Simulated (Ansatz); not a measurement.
Here is an Ansatz 0.2.0 calculation.

File input.yaml:

```yaml
crystal:
  lattice:
    - [0.0, 2.4734634191, 2.4734634191]
    - [2.4734634191, 0.0, 2.4734634191]
    - [2.4734634191, 2.4734634191, 0.0]
  atoms:
    - { symbol: Mn, position: [0.0, 0.0, 0.0], spin: 8.0 }
    - { symbol: S, position: [0.75, 0.75, 0.75] }
hamiltonian:
  xc: pbesol
  pseudopotentials: { kind: paw }
magnetization:
  spin_polarized: true
  initial_magnetization: 8.0
  spin_locking: { lock_magnetization: hard }
kpoints:
  mp_grid: { grid: [8, 8, 8] }
scf:
  occupations: { method: fermi_dirac, width: 0.05 }
  lower_state_search: "off"
output:
  forces: true
  stress: true
  eigenvalues: true
```

Potentials or basis: Ansatz PAW.

Command:

```console
$ ansatz run input.yaml --threads 2 --pin off --max-ram 5632MiB --backend cpu --events-out ev --progress --plain --runs-dir out
```

Estimate the pressure.

101.4 GPa.

Caveat: a pressure of tens of GPa on the cell as given is suspect, and the run, the potentials or the cell itself is likely at fault; the total moment is fixed, so each spin has its own Fermi level; a cell with one magnetic atom can't hold antiferromagnetic order, which such compounds often take; the PAW data sets come from PBE, with cores solved anew for the run's functional, which leaves a small shift of forces and pressure; the thresholds are loose for stress.
